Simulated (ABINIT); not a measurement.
# Al (Fm-3m) in ABINIT: settings compared

The runs below take Al through equation of state, band structure, with PBE, rPW86PBE.

All numbers are computed with ABINIT 10.8.3 (patched build); they aren't measurements. Logs are shortened: lines on timing, memory, paths and dates and some standing lists are left out, and cuts for length are marked. The log counts tension as positive stress, the text compression.

**The experiment to reproduce.**

“The interpretation of polycrystalline coherent inelastic neutron scattering from aluminium”, 2013, pmc:3831299 quotes, for a bulk crystal of Al: bulk modulus 76.9 GPa.

How close the calculation comes is told below.

## Step 1: The crystal as given

The structure is cubic, space group Fm-3m (No. 225). The conventional cell has a = 4.050 Å, b = 4.050 Å, c = 4.050 Å, α = 90.00°, β = 90.00°, γ = 90.00°. Around Al (site symmetry m-3m) lie 12 Al at 2.86 Å.

## Step 2: Equation of state, PBE

The input, run.abi:

```
# Datasets: one volume each
ndtset 7
getwfk -1
scalecart1 3*0.9795861087
scalecart2 3*0.9864848297
scalecart3 3*0.9932883884
scalecart4 3*1.0000000000
scalecart5 3*1.0066227096
scalecart6 3*1.0131594038
scalecart7 3*1.0196128224

# Pseudopotentials
pp_dirpath "./"
pseudos "Al.upf"

# Structure
acell 5.4112434042 5.4112434042 5.4112434042
rprim
     0.0000000000     0.7071067812     0.7071067812
     0.7071067812     0.0000000000     0.7071067812
     0.7071067812     0.7071067812     0.0000000000
ntypat 1
znucl 13
natom 1
typat 1
xred
     0.0000000000     0.0000000000     0.0000000000

# Plane-wave basis
ecut 544.227725 eV

# k points
kptopt 1
ngkpt 11 11 11
nshiftk 1
shiftk 0.0 0.0 0.0

# Exchange and correlation
ixc 11

# Bands and occupations
nband 6
occopt 3
tsmear 0.00183747

# SCF cycle
nstep 100
tolvrs 1.0e-10

# Output
iomode 3
prtwf 1
prtden 0
prteig 0
prtebands 0
enunit 1
```

Potentials or basis: PseudoDojo NC SR PBE v0.5 standard.

Started as:

```sh
abinit run.abi > log 2>&1
```

run.abo:

```text
.Version 10.8.3 of ABINIT
 DATASET    1 : space group Fm -3 m (#225); Bravais cF (face-center cubic)
================================================================================
 Values of the parameters that define the memory need for DATASET  1.
     intxc =       0    ionmov =       0      iscf =       7    lmnmax =       6
     lnmax =       6     mgfft =      24  mpssoang =       3    mqgrid =    3001
     natom =       1  nloc_mem =       1    nspden =       1   nspinor =       1
    nsppol =       1      nsym =      48    n1xccc =    2501    ntypat =       1
    occopt =       3   xclevel =       2
       mpw =         462          nfft =       13824          nkpt =          56
================================================================================
================================================================================
[... 61 lines left out ...]
 DATASET    7 : space group Fm -3 m (#225); Bravais cF (face-center cubic)
================================================================================
 Values of the parameters that define the memory need for DATASET  7.
     intxc =       0    ionmov =       0      iscf =       7    lmnmax =       6
     lnmax =       6     mgfft =      24  mpssoang =       3    mqgrid =    3001
     natom =       1  nloc_mem =       1    nspden =       1   nspinor =       1
    nsppol =       1      nsym =      48    n1xccc =    2501    ntypat =       1
    occopt =       3   xclevel =       2
       mpw =         532          nfft =       13824          nkpt =          56
================================================================================
================================================================================

--------------------------------------------------------------------------------
------------- Echo of variables that govern the present computation ------------
--------------------------------------------------------------------------------
 -outvars: echo values of preprocessed input variables --------
            acell      5.4112434042E+00  5.4112434042E+00  5.4112434042E+00 Bohr
              amu      2.69815390E+01
             ecut      2.00000000E+01 Hartree
           enunit           1
           getwfk          -1
                       outvar_i_n : Printing only first  50 k-points.
              ixc          11
           jdtset        1    2    3    4    5    6    7
                       outvar_i_n : Printing only first  50 k-points.
         kptrlatt       11    0    0      0   11    0      0    0   11
          kptrlen1     5.83085676E+01
          kptrlen2     5.87192048E+01
          kptrlen3     5.91241776E+01
          kptrlen4     5.95236774E+01
          kptrlen5     5.99178855E+01
          kptrlen6     6.03069736E+01
          kptrlen7     6.06911048E+01
            natom           1
            nband           6
           ndtset           7
            ngfft          24      24      24
             nkpt          56
            nstep         100
             nsym          48
           ntypat           1
                       prtocc : prtvol=0, do not print more k-points.
           occopt           3
           prtden           0
        prtebands           0
           prteig           0
            rprim1     0.0000000000E+00  6.9267198023E-01  6.9267198023E-01
                       6.9267198023E-01  0.0000000000E+00  6.9267198023E-01
                       6.9267198023E-01  6.9267198023E-01  0.0000000000E+00
            rprim2     0.0000000000E+00  6.9755011263E-01  6.9755011263E-01
                       6.9755011263E-01  0.0000000000E+00  6.9755011263E-01
                       6.9755011263E-01  6.9755011263E-01  0.0000000000E+00
            rprim3     0.0000000000E+00  7.0236095512E-01  7.0236095512E-01
                       7.0236095512E-01  0.0000000000E+00  7.0236095512E-01
                       7.0236095512E-01  7.0236095512E-01  0.0000000000E+00
            rprim4     0.0000000000E+00  7.0710678120E-01  7.0710678120E-01
                       7.0710678120E-01  0.0000000000E+00  7.0710678120E-01
                       7.0710678120E-01  7.0710678120E-01  0.0000000000E+00
            rprim5     0.0000000000E+00  7.1178974407E-01  7.1178974407E-01
                       7.1178974407E-01  0.0000000000E+00  7.1178974407E-01
                       7.1178974407E-01  7.1178974407E-01  0.0000000000E+00
            rprim6     0.0000000000E+00  7.1641188486E-01  7.1641188486E-01
                       7.1641188486E-01  0.0000000000E+00  7.1641188486E-01
                       7.1641188486E-01  7.1641188486E-01  0.0000000000E+00
            rprim7     0.0000000000E+00  7.2097514092E-01  7.2097514092E-01
                       7.2097514092E-01  0.0000000000E+00  7.2097514092E-01
                       7.2097514092E-01  7.2097514092E-01  0.0000000000E+00
          spgroup         225
           tolvrs      1.00000000E-10
           tsmear      1.83747000E-03 Hartree
            typat      1
                       outvars : Printing only first  50 k-points.
            znucl       13.00000

================================================================================

 chkinp: Checking input parameters for consistency, jdtset=   1.

 chkinp: Checking input parameters for consistency, jdtset=   2.
[... 33 lines left out ...]
 getcut: wavevector=  0.0000  0.0000  0.0000  ngfft=  24  24  24
         ecut(hartree)=     20.000   => boxcut(ratio)=   2.24901

 getcut : COMMENT -
  Note that boxcut > 2.2 ; recall that boxcut=Gcut(box)/Gcut(sphere) = 2
  is sufficient for exact treatment of convolution.
  Such a large boxcut is a waste : you could raise ecut
  e.g. ecut=   25.290235 Hartrees makes boxcut=2

--- Pseudopotential description ------------------------------------------------
- pspini: atom type   1  psp file is ./Al.upf
12 -101130 2 -1 1876                          pspcod,pspxc,lmax,lloc,mmax
     nproj     2     2     2

   1.22442163E+01                                ecore*ucvol(ha*bohr**3)
--------------------------------------------------------------------------------

================================================================================

--- !BeginCycle
iteration_state: {dtset: 1, }
solver: {iscf: 7, nstep: 100, nline: 4, wfoptalg: 0, }
tolerances: {tolvrs: 1.00E-10, }
...
[... 125 lines left out ...]
 getcut: wavevector=  0.0000  0.0000  0.0000  ngfft=  24  24  24
         ecut(hartree)=     20.000   => boxcut(ratio)=   2.23328

 getcut : COMMENT -
  Note that boxcut > 2.2 ; recall that boxcut=Gcut(box)/Gcut(sphere) = 2
  is sufficient for exact treatment of convolution.
  Such a large boxcut is a waste : you could raise ecut
  e.g. ecut=   24.937751 Hartrees makes boxcut=2

--------------------------------------------------------------------------------

-inwffil : will read wavefunctions from disk file runo_DS1_WFK.nc

================================================================================
[... 130 lines left out ...]
 getcut: wavevector=  0.0000  0.0000  0.0000  ngfft=  24  24  24
         ecut(hartree)=     20.000   => boxcut(ratio)=   2.21799

 getcut : COMMENT -
  Note that boxcut > 2.2 ; recall that boxcut=Gcut(box)/Gcut(sphere) = 2
  is sufficient for exact treatment of convolution.
  Such a large boxcut is a waste : you could raise ecut
  e.g. ecut=   24.597297 Hartrees makes boxcut=2

--------------------------------------------------------------------------------

-inwffil : will read wavefunctions from disk file runo_DS2_WFK.nc

================================================================================
[... 130 lines left out ...]
 getcut: wavevector=  0.0000  0.0000  0.0000  ngfft=  24  24  24
         ecut(hartree)=     20.000   => boxcut(ratio)=   2.20310

 getcut : COMMENT -
  Note that boxcut > 2.2 ; recall that boxcut=Gcut(box)/Gcut(sphere) = 2
  is sufficient for exact treatment of convolution.
  Such a large boxcut is a waste : you could raise ecut
  e.g. ecut=   24.268230 Hartrees makes boxcut=2

--------------------------------------------------------------------------------

-inwffil : will read wavefunctions from disk file runo_DS3_WFK.nc

================================================================================
[... 512 lines left out ...]
-Cartesian components of stress tensor (GPa)         [Pressure= -4.5740E+00 GPa]
- sigma(1 1)=  4.57397618E+00  sigma(3 2)=  0.00000000E+00
- sigma(2 2)=  4.57397618E+00  sigma(3 1)=  0.00000000E+00
- sigma(3 3)=  4.57397618E+00  sigma(2 1)=  0.00000000E+00

== END DATASET(S) ==============================================================
================================================================================

 -outvars: echo values of variables after computation  --------
            acell      5.4112434042E+00  5.4112434042E+00  5.4112434042E+00 Bohr
           etotal1    -2.3175127182E+00
           etotal2    -2.3177995632E+00
           etotal3    -2.3179409359E+00
           etotal4    -2.3179515347E+00
           etotal5    -2.3178449664E+00
           etotal6    -2.3176335865E+00
           etotal7    -2.3173288486E+00
            fcart1    -0.0000000000E+00 -0.0000000000E+00 -0.0000000000E+00
            fcart2    -0.0000000000E+00 -0.0000000000E+00 -0.0000000000E+00
            fcart3    -0.0000000000E+00 -0.0000000000E+00 -0.0000000000E+00
            fcart4    -0.0000000000E+00 -0.0000000000E+00 -0.0000000000E+00
            fcart5    -0.0000000000E+00 -0.0000000000E+00 -0.0000000000E+00
            fcart6    -0.0000000000E+00 -0.0000000000E+00 -0.0000000000E+00
            fcart7    -0.0000000000E+00 -0.0000000000E+00 -0.0000000000E+00
            rprim1     0.0000000000E+00  6.9267198023E-01  6.9267198023E-01
                       6.9267198023E-01  0.0000000000E+00  6.9267198023E-01
                       6.9267198023E-01  6.9267198023E-01  0.0000000000E+00
[... 17 lines left out ...]
                       7.2097514092E-01  7.2097514092E-01  0.0000000000E+00
           strten1    -1.6248895677E-04 -1.6248895677E-04 -1.6248895677E-04
                       0.0000000000E+00  0.0000000000E+00  0.0000000000E+00
           strten2    -9.4050073918E-05 -9.4050073918E-05 -9.4050073918E-05
                       0.0000000000E+00  0.0000000000E+00  0.0000000000E+00
           strten3    -3.2552467531E-05 -3.2552467531E-05 -3.2552467531E-05
                       0.0000000000E+00  0.0000000000E+00  0.0000000000E+00
           strten4     2.2617298681E-05  2.2617298681E-05  2.2617298681E-05
                       0.0000000000E+00  0.0000000000E+00  0.0000000000E+00
           strten5     7.2012066945E-05  7.2012066945E-05  7.2012066945E-05
                       0.0000000000E+00  0.0000000000E+00  0.0000000000E+00
           strten6     1.1614867180E-04  1.1614867180E-04  1.1614867180E-04
                       0.0000000000E+00  0.0000000000E+00  0.0000000000E+00
           strten7     1.5546629038E-04  1.5546629038E-04  1.5546629038E-04
                       0.0000000000E+00  0.0000000000E+00  0.0000000000E+00
 Calculation completed.
```

It took 13 s on 1 thread of Intel Xeon 6975P-C (Granite Rapids), shared host; peak memory 0.1 GiB.

Results:

```yaml
Equilibrium_volume: 16.46 Å³/atom
Bulk_modulus: 80 GPa
Pressure_derivative_of_the_bulk_modulus: 4.5
```

Energy against volume, from the lowest point:
| volume (Å³/atom) | energy (meV/atom) |
| --- | --- |
| 15.607 | 11.94 |
| 15.939 | 4.14 |
| 16.271 | 0.29 |
| 16.603 | 0.00 |
| 16.935 | 2.90 |
| 17.267 | 8.65 |
| 17.599 | 16.94 |

Caveat: pressures at fixed basis lie under the slope of the energies.

## Step 3: Band structure, rPW86PBE

The input, run.abi:

```
# Datasets: ground state, then fixed potential
ndtset 2

# Pseudopotentials
pp_dirpath "./"
pseudos "Al.upf"

# Structure
acell 5.4112434042 5.4112434042 5.4112434042
rprim
     0.0000000000     0.7071067812     0.7071067812
     0.7071067812     0.0000000000     0.7071067812
     0.7071067812     0.7071067812     0.0000000000
ntypat 1
znucl 13
natom 1
typat 1
xred
     0.0000000000     0.0000000000     0.0000000000

# Plane-wave basis
ecut 20.0

# Exchange and correlation
ixc -144130

# Bands and occupations
occopt 3
tsmear 0.00183747

# SCF cycle
nstep 100

# Output
iomode 3
prtwf 0
prteig 0
prtebands 0
enunit 1
prtden1 1

# Dataset 1
kptopt1 1
ngkpt1 11 11 11
nshiftk1 1
shiftk1 0.0 0.0 0.0
nband1 6
tolvrs1 1.0e-10

# Dataset 2: bands along G-X-W-K-G-L-U-W-L-K
iscf2 -2
getden2 1
nband2 10
nbdbuf2 2
tolwfr2 1.0e-12
kptopt2 -9
ndivsm2 6
prteig2 1
prtvol2 -3
kptbounds2
     0.0000000000     0.0000000000     0.0000000000
     0.5000000000     0.0000000000     0.5000000000
     0.5000000000     0.2500000000     0.7500000000
     0.3750000000     0.3750000000     0.7500000000
     0.0000000000     0.0000000000     0.0000000000
     0.5000000000     0.5000000000     0.5000000000
     0.6250000000     0.2500000000     0.6250000000
     0.5000000000     0.2500000000     0.7500000000
     0.5000000000     0.5000000000     0.5000000000
     0.3750000000     0.3750000000     0.7500000000
```

Potentials or basis: PseudoDojo NC SR PBE v0.4.1 standard.

Started as:

```sh
abinit run.abi > log 2>&1
```

Wall time 6.6 s (1 thread of Intel Xeon 6975P-C (Granite Rapids), shared host); peak memory 0.1 GiB.

It converged, with:

| Property | Result |
| --- | --- |
| Free energy | -63.0816 eV |
| Pressure | 0.0 GPa |
| Band gap on the k mesh | none (metal or under the smearing width) |
| Valence electrons inside the program's atomic spheres | Al 0.86 (radii [1.0584] Å) |

Levels at the corners of the path, in eV from the Fermi level:
```tsv
point	band 1	band 2	band 3	band 4	band 5	band 6
Γ	-11.10	12.58	12.58	12.58	14.05	14.05
X	-2.93	-1.60	5.23	5.57	5.57	9.03
W	-0.86	-0.86	0.14	1.13	15.76	15.76
K	-1.90	-1.38	-0.39	6.54	8.17	15.62
Γ	-11.10	12.58	12.58	12.58	14.05	14.05
L	-4.61	-4.36	11.38	11.38	11.41	11.41
U	-1.90	-1.38	-0.39	6.54	8.17	15.62
W	-0.86	-0.86	0.14	1.13	15.76	15.76
L	-4.61	-4.36	11.38	11.38	11.41	11.41
K	-1.90	-1.38	-0.39	6.54	8.17	15.62
```

Caveat: the potentials were made for another functional, which shifts forces and pressure.

## Step 4: Against experiment

Step 2. A measured bulk modulus of Al is 76.9 GPa (quoted in “The interpretation of polycrystalline coherent inelastic neutron scattering from aluminium”, 2013, pmc:3831299); the calculated 80 GPa misses it by +3.6 %. The fit is for a static lattice scaled at fixed shape and fixed fractional positions. The cell as given is a measured one (16.60 Å³/atom); PBE puts the equilibrium volume -0.8 % from it, thermal expansion not counted.
